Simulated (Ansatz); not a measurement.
The calculation used DFT PBE, scalar-relativistic, plane waves, PAW (Ansatz). Settings: cutoff 420 eV, Γ-centred meshes spaced at most about 0.3 Å⁻¹, and about 0.25 Å⁻¹ or finer for metals (2π included), Gaussian smearing. No spin polarisation.

Temperature and zero-point effects are left out.

Question: Order these relaxed structures of SiMo3 by energy, lowest first, with the energy over the lowest of them.
A.

```
CELL_PARAMETERS angstrom
3.25310 0.00000 0.00000
0.00000 3.25310 0.00000
0.00000 0.00000 5.68486
ATOMIC_POSITIONS crystal
Si 0.00000 0.00000 0.00000
Mo 0.50000 0.50000 0.23509
Mo 0.50000 0.50000 0.76490
Mo 0.00000 0.00000 0.50000
```

B.

```
CELL_PARAMETERS angstrom
3.91512 0.00000 0.00000
0.00000 3.91512 0.00000
0.00000 0.00000 3.91512
ATOMIC_POSITIONS crystal
Si 0.00000 0.00000 0.00000
Mo 0.00000 0.50000 0.50000
Mo 0.50000 0.00000 0.50000
Mo 0.50000 0.50000 0.00000
```

Answer: A (0 meV/atom), B (96 meV/atom). Forms: A P4/mmm; B Cu3Au (L1_2) type, Pm-3m. Counting Mo atoms around Si (those within 1.25 times the shortest such distance or 1.15 times the sum of covalent radii, 1.27 where that leaves under three): A has Si 10; B has Si 12. Both come from invented guesses. The lowest form computed isn't among them: it has the A15 type, space group Pm-3n (No. 223), 14.8 Å³/atom, is reached from a cell as deposited in COD and lies 255 meV/atom below the best shown.

Cells relaxed within their symmetry can be saddle points. Some types were kept out of the candidates beforehand, so the set may lack a known form.
